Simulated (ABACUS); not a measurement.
**Rb under changes of volume**

One of the cells (88.043 Å³/atom); the others are scaled copies at fixed shape and fractional positions:

```xyz
1
Lattice="-2.8025 2.8025 2.8025 2.8025 -2.8025 2.8025 2.8025 2.8025 -2.8025" Properties=species:S:1:pos:R:3 pbc="T T T"
Rb    0.0000    0.0000    0.0000
```

| Property | Result |
| --- | --- |
| Program | ABACUS 3.10.1 |
| Functional | PBE |
| Potentials or basis | PseudoDojo NC SR 0.4.1 PBE standard |
| Cutoff | 639 eV |
| Density cutoff | 2558 eV |
| Basis | plane waves |
| k mesh | 7 × 7 × 7 |
| Occupations | fermi-dirac, width 0.05 eV |
| Spin | no spin polarisation |

```tsv
volume (Å³/atom)	energy over the lowest point (meV/atom)	pressure (GPa)
82.761	?	?
84.522	4.24	0.2
86.283	2.11	0.2
88.043	0.74	0.1
89.804	0.05	0.0
91.565	0.00	0.0
93.326	0.52	-0.1
```

What does the run at 82.761 Å³/atom give?

Energy over the lowest point 7.20 meV/atom; pressure 0.3 GPa.

Worked out: A Birch-Murnaghan fit of order 3 (a polynomial in V^(-2/3)) to the other rows has its minimum at 90.84 Å³/atom with B0 = V·E''(V) = 2.8 GPa and B' = 3.6. It gives 7.20 meV/atom at 82.761 Å³/atom, against the run's 7.20, and -dE/dV = 0.3 GPa, against 0.3.

Energies are extrapolated to zero smearing.
